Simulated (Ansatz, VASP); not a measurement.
## Two plane-wave programs on Sc

```xyz
2
Lattice="3.3090 0.0000 0.0000 -1.6545 2.8657 0.0000 0.0000 0.0000 5.2733" Properties=species:S:1:pos:R:3 pbc="T T T"
Sc    1.6545    0.9552    3.9550
Sc    0.0000    1.9105    1.3183
```

Alike in both runs: task single point; functional PBEsol; k mesh 9 × 9 × 5; occupations fermi-dirac, width 0.05 eV; no spin polarisation.

```csv
,VASP,Ansatz
version,VASP 6.6.1,Ansatz 0.2.0
potentials or method,"VASP PAW PBE potentials, release 64 (Sc_sv)",Ansatz PAW
plane-wave cutoff (eV),520,420
valence electrons in the cell,22,22
```

```csv
,VASP,Ansatz,Ansatz less VASP
gap on the k mesh at the Fermi level (eV),none,none,-
pressure (GPa),-2.8,-2.8,-0.01
largest component of the traceless stress (GPa),1.04,1.04,+0.002
```

A gap of «none» marks a metal or a gap that the smearing closes. With one functional, cell and mesh, what is left measures potentials, basis and numerics.

Caveats: the PAW data sets were made with another functional, which shifts forces and pressure a little (VASP); the PAW data sets come from PBE, with cores solved anew for the run's functional, which leaves a small shift of forces and pressure (Ansatz).
